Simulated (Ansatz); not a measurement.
This is a one-shot G0W0 calculation with Ansatz 0.2.0 on BP (zincblende); the level of theory is G0W0@HSE06 with 128 empty bands, a screening cutoff of 180 eV and a 6×6×6 mesh. Cell and atoms come from a relaxation with r2SCAN.

input.yaml:
```yaml
crystal:
  lattice:
    - [0.0, 2.2683156689, 2.2683156689]
    - [2.2683156689, 0.0, 2.2683156689]
    - [2.2683156689, 2.2683156689, 0.0]
  atoms:
    - { symbol: B, position: [0.0, 0.0, 0.0] }
    - { symbol: P, position: [0.25, 0.25, 0.25] }
kpoints:
  mp_grid: { grid: [6, 6, 6] }
hamiltonian:
  xc: hse06
scf:
  occupations: { method: fixed }
gw:
  n_empty_bands: 128
  ecut_chi: 180
  qp_bands: [v2, c2]
  qp_kpoints: band_edges
  screening: { model: contour_deformation }
```

It took 99 s on 1 × NVIDIA H100 80GB HBM3 with 2 threads of AMD EPYC 7R13 Processor (Zen 3), on a shared host, load about 1.6 per core; peak host memory 1.4 GiB.

Main lines of the log:
```
Pseudopotential: B, paw, valence charge 3, recommended cutoff 420 eV (normal)
Pseudopotential: P, paw, valence charge 5, recommended cutoff 420 eV (normal)
Functional definition: HSE06
  parameter a = 0.25
  parameter omega = 0.11/bohr
  exchange = pbe_x - a*pbe_x_sr(omega) + a*exact_x_sr(omega)
  correlation = pbe_c
Crystal: 2 atoms, lattice volume = 23.342 Å³
Basis set: ecut = 420 eV, 459 PW (Γ)
Bands: 8, of which v1, the nominal top of the filled ones, is band 4 counted from 1 (3 counted from 0)
Symmetry: 24 space group operations
Space group: F-43m (ITA 216)
k-points: 16 of 216 (time reversal used)
Exchange kernel: α = 0.2500, screened, ω = 0.2079 Å⁻¹, Wigner–Seitz truncation, v(0) = 1042.6584 eV·Å³, q-mesh 6×6×6
preconditioner: auto → none  [insulator: Δε(μ)=2.012 eV  ℏωp=21.7 eV]
hybrid outer 1: dexx = +2.346e-3 eV, tail = 3.80e-6 eV
hybrid outer 2: dexx = +2.450e-8 eV, tail = 1.10e-8 eV, Δε = 1.63e-3 eV
Free energy (F): -913.115925 eV
Fermi energy:    8.864196 eV
--- G₀W₀: contour deformation, 7 samples at zero and on the imaginary axis and 1 off it, 216 q-points, 128 empty bands' worth ---
    ik  band        ε_KS         Σx   Σc(E_QP)       V_xc       Z   E_QP_lin       E_QP  E_QP is
     0     3      8.8642   -16.5655     1.0315   -15.2068  0.8105     8.5365     8.5370  root
     0     4      8.8642   -16.5655     1.0315   -15.2068  0.8105     8.5365     8.5370  root
     0     5     13.2077    -8.4470    -4.4483   -12.9256  0.8101    13.2380    13.2380  root
     0     6     13.2077    -8.4470    -4.4483   -12.9256  0.8101    13.2380    13.2380  root
     1     3      8.1555   -16.5846     1.1972   -15.0784  0.8080     7.8460     7.8465  root
     1     4      8.1555   -16.5846     1.1972   -15.0784  0.8080     7.8460     7.8465  root
     1     5     13.8443    -8.5877    -4.6242   -13.1771  0.8078    13.8095    13.8094  root
     1     6     14.1765    -8.2786    -4.7080   -12.9924  0.8047    14.1823    14.1823  root
     2     3      7.2591   -16.9107     1.5224   -15.0968  0.8035     6.9671     6.9676  root
     2     4      7.2591   -16.9107     1.5224   -15.0968  0.8035     6.9671     6.9676  root
     2     5     13.7281    -8.7699    -4.7201   -13.4132  0.8079    13.6513    13.6512  root
     2     6     14.7551    -7.4212    -4.8927   -12.3026  0.8046    14.7438    14.7438  root
     3     3      6.9302   -17.0734     1.6519   -15.1368  0.8017     6.6449     6.6455  root
     3     4      6.9302   -17.0734     1.6519   -15.1368  0.8017     6.6449     6.6455  root
     3     5     13.6086    -8.8661    -4.7268   -13.5076  0.8083    13.5233    13.5232  root
     3     6     14.5833    -7.0707    -4.8448   -11.9034  0.8079    14.5712    14.5712  root
     4     3      6.9993   -16.5535     1.4988   -14.7721  0.8032     6.7162     6.7168  root
     4     4      6.9993   -16.5535     1.4988   -14.7721  0.8032     6.7162     6.7168  root
     4     5     12.1508    -8.0392    -4.2536   -12.2956  0.8162    12.1536    12.1536  root
     4     6     15.8450    -8.2472    -5.1258   -13.3311  0.7926    15.8031    15.8031  root
     9     3      5.0349   -17.0872     2.1776   -14.6752  0.7897     4.8002     4.8006  root
     9     4      5.0349   -17.0872     2.1776   -14.6752  0.7897     4.8002     4.8006  root
     9     5     10.9916    -7.6564    -4.0858   -11.7044  0.8214    10.9538    10.9538  root
     9     6     13.0182    -6.2862    -4.5627   -10.7619  0.8208    12.9313    12.9312  root
    12     3      4.3357   -17.2980     2.4178   -14.6678  0.7838     4.1228     4.1232  root
    12     4      4.3357   -17.2980     2.4178   -14.6678  0.7838     4.1228     4.1232  root
    12     5     10.9274    -7.1211    -4.1605   -11.2092  0.8218    10.8551    10.8551  root
    12     6     11.2738    -7.0656    -4.1879   -11.1980  0.8263    11.2183    11.2183  root
```

The points are ik 0 = (0, 0, 0) (Γ), ik 1 = (0, 0, 1/6), ik 2 = (0, 0, 1/3), ik 3 = (0, 0, -1/2), ik 4 = (0, 1/6, 1/6), ik 9 = (0, 1/3, 1/3), ik 12 = (0, -1/2, -1/2); band 4 is the last filled one.

G0W0 moves the gap on the mesh from 2.06 eV (HSE06) to 2.32 eV (Γ to k = (0, -1/2, -1/2)). Renormalisation factors Z lie between 0.78 and 0.83. The G0W0 figures hold for the stated bands, cutoff and mesh and aren't extrapolated.

No spin polarisation and no zero-point or thermal motion.
